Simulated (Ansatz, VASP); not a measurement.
# Ti2CS in two plane-wave programs

Aim: how closely do two programs agree when they are given the same cell, functional and k mesh? The structure shown comes from an earlier Ansatz run, which isn't shown and may have moved the atoms alone.

Calculated with Ansatz 0.2.0; plane waves, with VASP 6.6.1 beside it; elastic constants at PBEsol.

### Step 1. The starting structure

It takes space group P6_3/mmc (No. 194, hexagonal). Conventional cell: a = 3.165 Å, b = 3.165 Å, c = 11.146 Å, α = 90.00°, β = 90.00°, γ = 120.00°. Nearest to Ti lie 3 C at 2.14 Å and 3 S at 2.48 Å. C has 6 Ti at 2.14 Å nearest. Nearest to S lie 6 Ti at 2.48 Å. Farther neighbours and most contacts between anions are not listed.

### Step 2. Ansatz: elastic constants, PBEsol

Ansatz runs on its default PAW (the set named soft_2) files.

Elastic constants are differences of stresses under small strains, so they test the stress and the mesh.

Input file input.yaml:

```yaml
crystal:
  lattice:
    - [3.1647120706, 0.0, 0.0]
    - [-1.5823560353, 2.7407210488, 0.0]
    - [0.0, 0.0, 11.1463440837]
  atoms:
    - { symbol: Ti, position: [0.3333333333, 0.6666666667, 0.099761239] }
    - { symbol: Ti, position: [0.6666666667, 0.3333333333, 0.599761239] }
    - { symbol: Ti, position: [0.3333333333, 0.6666666667, 0.400238761] }
    - { symbol: Ti, position: [0.6666666667, 0.3333333333, 0.900238761] }
    - { symbol: C, position: [0.0, 0.0, 0.0] }
    - { symbol: C, position: [0.0, 0.0, 0.5] }
    - { symbol: S, position: [0.6666666667, 0.3333333333, 0.25] }
    - { symbol: S, position: [0.3333333333, 0.6666666667, 0.75] }
kpoints:
  mp_grid: { grid: [9, 9, 2] }
hamiltonian:
  xc: pbesol
scf:
  occupations: { method: methfessel_paxton, width: 0.25 }
output:
  forces: true
  stress: true
  eigenvalues: true
elastic:
  mode: relaxed_ion
  stencil: two_point
  amplitude: 0.01
```

Started as:

```bash
$ ansatz run input.yaml --threads 8 --pin off --max-ram 16384MiB --backend cpu --events-out ev --progress --plain --runs-dir out
```

Numbers of over 12 decimals in the logs are rounded to 6 here.

What it wrote:

```text
Engine: ansatz 0.2.0, x86_64-unknown-linux-gnu
Pseudopotentials: kind: paw
Pseudopotential: Ti, paw, valence charge 12, recommended cutoff 420 eV (normal), Ti.paw.azcp
Pseudopotential: C, paw, valence charge 4, recommended cutoff 420 eV (normal), C.paw.azcp
Pseudopotential: S, paw, valence charge 6, recommended cutoff 420 eV (normal), S.paw.azcp
Functional definition: PBEsol
  exchange = pbesol_x
  correlation = pbesol_c
Crystal: 8 atoms, lattice volume = 96.679 Å³
Basis set: ecut = 420 eV, 1885 PW (Γ), exchange–correlation on 48×48×160 points (8 copies of the dense FFT grid, shifted against one another)
Bands: 42, of which v1, the nominal top of the filled ones, is band 34 counted from 1 (33 counted from 0)
Symmetry: 24 space group operations
Space group: P63/mmc (ITA 194), of the structure as read, at distance tolerance 4.6e-5 Å
k-points: 24 of 162
Non-local potential: Ti, projectors of the file, l = 0: 3, l = 1: 2, l = 2: 3, l = 3: 1
Non-local potential: C, projectors of the file, l = 0: 2, l = 1: 2, l = 2: 1
Non-local potential: S, projectors of the file, l = 0: 2, l = 1: 2, l = 2: 2
PAW form: soft (Blöchl's): semilocal exchange-correlation on the pseudo side does not see the compensation charge
PAW frozen core: Ti, regenerated for the run's functional, and the local potential with it (the file was generated under x = pbe(κ = 0.804, μ = 0.219515), c = pbe(β = 0.066725))
PAW frozen core: C, regenerated for the run's functional, and the local potential with it (the file was generated under x = pbe(κ = 0.804, μ = 0.219515), c = pbe(β = 0.066725))
PAW frozen core: S, regenerated for the run's functional, and the local potential with it (the file was generated under x = pbe(κ = 0.804, μ = 0.219515), c = pbe(β = 0.066725))
PAW one-centre angular grid: Ti, 590 points (default); XC on 64 Gauss nodes
PAW one-centre angular grid: C, 110 points (default); XC on 64 Gauss nodes
PAW one-centre angular grid: S, 110 points (default); XC on 64 Gauss nodes
Initial density: superposition of atomic densities (neutral atoms: chi_scale 0, normalization atom), corrected by the library's trained network
Initial wavefunctions: pseudopotential atomic-orbital guess
Functional: x = pbesol(κ = 0.804, μ = 0.123457), c = pbesol(β = 0.046)
SCF iter   1: F=—  HF=-12169.907007 eV  |F-HF|=—  |Δ(HF+E_count)|=         —  Δρ=7.59e-3  dr2=6.46e-2  ethr=1.77e-3  ⟨swp⟩=4.9  Hψ=3741  notcnv=0
preconditioner: auto → Kerker (q_TF=auto, 2.573 Å⁻¹)  [metal: Δε(μ)=0.067 eV  Ē_g=7.206 eV  σ=0.250 eV  W_gap=0.22  n_scr=38 (ndim 8)  ℏωp=22.7 eV  f_vac=0.000  D(μ)=1.52/eV (n_scr^D=4)]
SCF iter   2: F=—  HF=-12169.890880 eV  |F-HF|=—  |Δ(HF+E_count)|=   1.61e-2  S|Δr|=    0.00e0  Δρ=3.59e-3  dr2=1.34e-2  ethr=9.50e-5  ⟨swp⟩=2.0  Hψ=1371  notcnv=0
SCF iter   3: F=—  HF=-12169.887181 eV  |F-HF|=—  |Δ(HF+E_count)|=   3.70e-3  S|Δr|=    0.00e0  Δρ=6.42e-4  dr2=4.18e-4  ethr=1.97e-5  ⟨swp⟩=2.0  Hψ=1406  notcnv=0
SCF iter   4: F=—  HF=-12169.887129 eV  |F-HF|=—  |Δ(HF+E_count)|=   5.25e-5  S|Δr|=    0.00e0  Δρ=1.95e-4  dr2=4.11e-5  ethr=6.15e-7  ⟨swp⟩=2.0  Hψ=1374  notcnv=0
SCF iter   5: F=—  HF=-12169.887074 eV  |F-HF|=—  |Δ(HF+E_count)|=   5.46e-5  S|Δr|=    0.00e0  Δρ=5.65e-5  dr2=6.49e-6  ethr=6.05e-8  ⟨swp⟩=2.8  Hψ=1711  notcnv=0
SCF iter   6: F=—  HF=-12169.887074 eV  |F-HF|=—  |Δ(HF+E_count)|=   2.62e-7  S|Δr|=    0.00e0  Δρ=1.60e-5  dr2=6.10e-7  ethr=9.54e-9  ⟨swp⟩=2.0  Hψ=1323  notcnv=0
SCF iter   7: F=—  HF=-12169.887074 eV  |F-HF|=—  |Δ(HF+E_count)|=   5.78e-7  S|Δr|=    0.00e0  Δρ=5.30e-6  dr2=4.33e-8  ethr=8.98e-10  ⟨swp⟩=2.2  Hψ=1435  notcnv=0
SCF iter   8: F=—  HF=-12169.887074 eV  |F-HF|=—  |Δ(HF+E_count)|=   1.10e-8  S|Δr|=    0.00e0  Δρ=1.47e-6  dr2=3.04e-9  ethr=6.36e-11  ⟨swp⟩=2.5  Hψ=1625  notcnv=0
SCF iter   9: F=—  HF=-12169.887074 eV  |F-HF|=—  |Δ(HF+E_count)|=  5.00e-10  S|Δr|=    0.00e0  Δρ=3.24e-7  dr2=1.34e-10  ethr=4.47e-12  ⟨swp⟩=2.3  Hψ=1445  notcnv=0
SCF iter  10: F=—  HF=-12169.887074 eV  |F-HF|=—  |Δ(HF+E_count)|=  1.64e-11  S|Δr|=    0.00e0  Δρ=7.50e-8  dr2=5.60e-12  ethr=1.97e-13 (applied; sched 1.00e-12)  ⟨swp⟩=2.0  Hψ=1340  notcnv=0  defer=3
[...]
SCF 1 converged in 12 iterations: F = -12169.887074 eV  dr2 = 1.81e-14
  greatest PAW one-centre occupation: 0.999 electrons in one spin orbital (limit 2), on the Ti atom at site 2 (counted from 0), in its partial waves of l = 0
[...]
relax step   5: F+E_penalty+E_count = -12169.88154004 eV  Δ(F+E_penalty+E_count) = -1.459e-9 eV  max|allowed force component| = 1.383e-5 eV/Å  Δτ_max = 0.0000 Å  (6 SCF iters, accepted)
[...]
SCF iter   1: F=—  HF=-12169.881595 eV  |F-HF|=—  |Δ(HF+E_count)|=         —  Δρ=4.92e-7  dr2=8.84e-11  ethr=1.00e-12  ⟨swp⟩=6.3  Hψ=10157  notcnv=0
SCF iter   2: F=—  HF=-12169.881540 eV  |F-HF|=—  |Δ(HF+E_count)|=   5.54e-5  S|Δr|=    0.00e0  Δρ=1.99e-7  dr2=1.20e-11  ethr=1.30e-13 (applied; sched 1.00e-12)  ⟨swp⟩=3.0  Hψ=4701  notcnv=0
SCF iter   3: F=—  HF=-12169.881540 eV  |F-HF|=—  |Δ(HF+E_count)|=  5.46e-12  S|Δr|=    0.00e0  Δρ=1.38e-7  dr2=5.97e-12  ethr=1.77e-14 (applied; sched 1.00e-12)  ⟨swp⟩=1.1  Hψ=2103  notcnv=0
[...]
SCF iter  10: F=-12169.881540 eV  HF=-12169.881540 eV  |F-HF|=1.82e-12  |Δ(HF+E_count)|=  1.82e-12  S|Δr|=    0.00e0  Δρ=1.53e-10  dr2=6.26e-17  ethr=1.00e-12  ⟨swp⟩=2.0  Hψ=6979  notcnv=0
SCF 32 converged in 10 iterations: F = -12169.881540 eV  dr2 = 6.26e-17
SCF converged after 9 iterations
Stability not checked: this state was not tested for a lower state beside it, because cold or Methfessel-Paxton smearing, or corrected tetrahedra, fill the levels in a way that the test cannot read (fill_not_monotonic; see scf.lower_state_search)
Free energy (F): -12169.887074 eV
Harris-Foulkes:  -12169.887074 eV  (|F-HF|=1.82e-12)
Internal energy: -12169.898610 eV  (E = F + TS)
E sigma→0 (E₀):  -12169.889958 eV
Entropy (-TS):   0.011536 eV (1.442 meV/atom)
Fermi energy:    14.718239 eV
--- Per-component energies (eV) ---
  E_band       = -450.714021
  E_kinetic    = 1496.667056
  E_local      = -3539.232784  (includes V_loc(G=0)·N_el)
  E_nonlocal   = 141.487526
  E_hartree    = 1473.463358
  E_xc         = -685.652427
  E_vxc        = -794.476219  (∫ρ·V_xc dr)
  E_paw        = -5446.768383  (= ΣΔE_a)
  E_vpaw       = -702.086795  (= ΣTr[D̂ρ^β])
  E_aug_tail   = 0.000484  (compensation charges beyond the density's cutoff)
  E_ewald      = -5610.587077
  E_core_change = 0.723637  (= ΣΔE_core)
  E_smearing   = 0.011536  (= −TS)
  E_closure    = 0.000000  (closes the sum)
  Σ components = -12169.887074   (vs F -12169.887074, Δ=0.00e0)
--- Forces (eV/Å), atoms counted from 1 ---
  atom   1  Ti    -0.00000000     0.00000000    -0.00001319
  atom   2  Ti     0.00000000    -0.00000000    -0.00001319
  atom   3  Ti     0.00000000     0.00000000     0.00001319
  atom   4  Ti    -0.00000000    -0.00000000     0.00001319
  atom   5  C      0.00000000     0.00000000     0.00000000
  atom   6  C      0.00000000     0.00000000    -0.00000000
  atom   7  S      0.00000000     0.00000000     0.00000000
  atom   8  S      0.00000000    -0.00000000     0.00000000
  max |Σ_I F_I| component: 1.85e-17 eV/Å
--- Stress (GPa, compression-positive) ---
        0.001251      -0.000000       0.000000
       -0.000000       0.001251       0.000000
        0.000000       0.000000      -0.000199
  P = ⅓ Tr σ = 0.0008 GPa (0.008 kbar)
--- Band table (eV; the first three rows and the last of 24) ---
  k-point 0: bands = [... 30 lower, 14.2605, 14.2605, 14.4341, 14.6614, 14.6614, 14.8508, 14.8508, 15.6891, ... 4 higher]
  k-point 1: bands = [... 30 lower, 13.2574, 13.2574, 14.7984, 14.7984, 14.7984, 14.7984, 15.2014, 15.2014, ... 4 higher]
  k-point 2: bands = [... 30 lower, 12.8640, 13.5099, 14.3433, 14.5617, 15.0034, 15.2753, 15.2954, 15.6085, ... 4 higher]
  k-point 23: bands = [... 30 lower, 11.8727, 11.8727, 14.6467, 14.6467, 15.4591, 15.4591, 16.1054, 16.1054, ... 4 higher]
--- Elastic constants: 3 strain directions × 2 members + reference (group order 24) ---
  dense FFT box of the reference and of every strained cell: 24×24×80
  strains applied: 11, 33, 23; error gains: componentwise 1.00 (the most a stress slope's error grows in a printed constant), spectral 1.41 (1 for all six strains in a standard setting)
  reference relaxed by the batch: 2 steps; max|allowed force component| 1.43e-4 eV/Å at the deck's positions, 1.34e-5 at the last accepted step, 1.32e-5 by the solve of record
  largest displacement 5.7e-6 Å; the constants are those of the deck's cell at these positions:
  atoms:
    - { symbol: Ti, position: [0.333333, 0.666667, 0.099762] }
    - { symbol: Ti, position: [0.666667, 0.333333, 0.599762] }
    - { symbol: Ti, position: [0.333333, 0.666667, 0.400238] }
    - { symbol: Ti, position: [0.666667, 0.333333, 0.900238] }
    - { symbol: C, position: [0, 0, 0.0] }
    - { symbol: C, position: [0, 0, 0.5] }
    - { symbol: S, position: [0.666667, 0.333333, 0.25] }
    - { symbol: S, position: [0.333333, 0.666667, 0.750000] }
  C = ∂σ_k/∂η_j (tension-positive GPa; Voigt order 11 22 33 23 13 12):
       364.778     99.119    114.029     -0.000     -0.000      0.000
        99.119    364.778    114.029      0.000      0.000      0.000
       113.927    113.927    383.232      0.000      0.000      0.000
         0.000     -0.000      0.000    181.559     -0.000      0.000
         0.000      0.000      0.000     -0.000    181.559      0.000
        -0.000      0.000      0.000      0.000      0.000    132.830
  reference stress σ⁰ (GPa):     -0.001     -0.001      0.000     -0.000     -0.000      0.000
  C* (energy form; C + prestress term) asymmetry max|C*_kj − C*_jk| = 1.010e-1 GPa — a small one proves nothing (zero by symmetry where the batch's group is 432, −43m or m−3m); a large one is finite-difference/SCF noise where every solve meets its electron count
  moduli (Voigt/Reuss/Hill, GPa): K = 196.33/196.01/196.17   G = 151.57/147.79/149.68   E = 357.99   ν = 0.196
  mechanically stable: yes (min eigenvalue of sym C = 132.83 GPa)
  strain η (Voigt 11):  stress-route row diagonal C_11 = 364.78 GPa, energy-path curvature d²(F+E_count+ΔE)/dδ²/Ω₀ = 364.71 GPa
         δ    σ_11 (GPa)             F (eV)   n_scf  n_hpsi   n_pw
    -1.000e-2      -3.7554      -12169.8757879      10   38064   1885   relax 5 steps, max|allowed force component| 1.22e-5 eV/Å
     1.000e-2       3.5402      -12169.8762333      10   39040   1925   relax 4 steps, max|allowed force component| 1.53e-5 eV/Å
  strain η (Voigt 33):  stress-route row diagonal C_33 = 383.23 GPa, energy-path curvature d²(F+E_count+ΔE)/dδ²/Ω₀ = 383.06 GPa
         δ    σ_33 (GPa)             F (eV)   n_scf  n_hpsi   n_pw
    -1.000e-2      -3.9191      -12169.8752589      10   18155   1889   relax 3 steps, max|allowed force component| 4.39e-6 eV/Å
     1.000e-2       3.7455      -12169.8756545      10   18913   1928   relax 3 steps, max|allowed force component| 5.72e-6 eV/Å
  strain η (Voigt 23):  stress-route row diagonal C_44 = 181.56 GPa, energy-path curvature d²(F+E_count+ΔE)/dδ²/Ω₀ = 181.58 GPa
         δ    σ_23 (GPa)             F (eV)   n_scf  n_hpsi   n_pw
    -1.000e-2      -1.8156      -12169.8815400       9   35379   1905   relax 3 steps, max|allowed force component| 4.41e-5 eV/Å
     1.000e-2       1.8156      -12169.8815400      10   37860   1905   relax 5 steps, max|allowed force component| 1.38e-5 eV/Å
```

(Part 1 of 3 ends here.)

[Lines on the potential files, build, host, timing and source positions are cut from VASP's logs without a mark.]

[Logs are printed without paths, hosts, clocks, repeated set-up lines and the standing remarks that a program may print on its own settings, such as how far it seeks lower states.]

[Hosts, paths, dates, database ids (printed as entryN), source tags and the programs' standing remarks are cut or masked in the printed files.]
